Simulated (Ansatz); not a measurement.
**HgSe: relaxation of cell and atoms with BLYP**

HgSe:

```
CELL_PARAMETERS angstrom
0.00000 3.18393 3.18393
3.18393 0.00000 3.18393
3.18393 3.18393 0.00000
ATOMIC_POSITIONS crystal
Hg 0.00000 0.00000 0.00000
Se 0.75000 0.75000 0.75000
```

The cell isn't the ideal one: cell stretched.

```
Program                   : Ansatz 0.2.0
Task                      : relaxation of cell and atoms
Functional                : BLYP
Potentials or basis       : all-electron LAPW, inner shells corrected to Dirac's equation
Basis error allowed       : 0.001 eV/atom
k mesh                    : 8 × 8 × 8
Occupations               : fermi-dirac, width 0.05 eV
Spin                      : no spin polarisation
Sphere radius (all atoms) : 1.337 Å
```

```
Relaxed volume                         : 33.06 Å³/atom
Relaxed cell                           : a = 4.539 Å, b = 4.539 Å, c = 4.539 Å, α = 60.00°, β = 60.00°, γ = 60.00°
Space group after relaxing (to 0.05 Å) : F-43m (No. 216)
Energy gained by relaxing              : 2.0 meV/atom
Ionic steps                            : 4
Pressure after relaxing                : 0.0 GPa
```

Step by step:
| step | energy change (eV) | largest force (eV/Å) | volume (Å³) |
| --- | --- | --- | --- |
| 1 | 0.0000 | 0.0000 | 64.55 |
| 2 | -0.0038 | 0.0000 | 66.51 |
| 3 | -0.0041 | 0.0000 | 66.13 |
| 4 | -0.0041 | 0.0000 | 66.13 |

Final structure:
```cif
data_structure
_symmetry_space_group_name_H-M 'P 1'
_symmetry_Int_Tables_number 1
_cell_length_a 4.5391
_cell_length_b 4.5391
_cell_length_c 4.5391
_cell_angle_alpha 60.000
_cell_angle_beta 60.000
_cell_angle_gamma 60.000
_cell_volume 66.13
loop_
_atom_site_label
_atom_site_type_symbol
_atom_site_fract_x
_atom_site_fract_y
_atom_site_fract_z
_atom_site_occupancy
Hg1 Hg 0.00000 0.00000 0.00000 1
Se1 Se 0.75000 0.75000 0.75000 1
```

It took 71 s on 1 thread of Arm Neoverse V2 (shared host), peak memory 0.35 GiB.

The run has no spin-orbit coupling, so splittings on Hg are missing. Zero-point motion and thermal expansion aren't in these numbers.
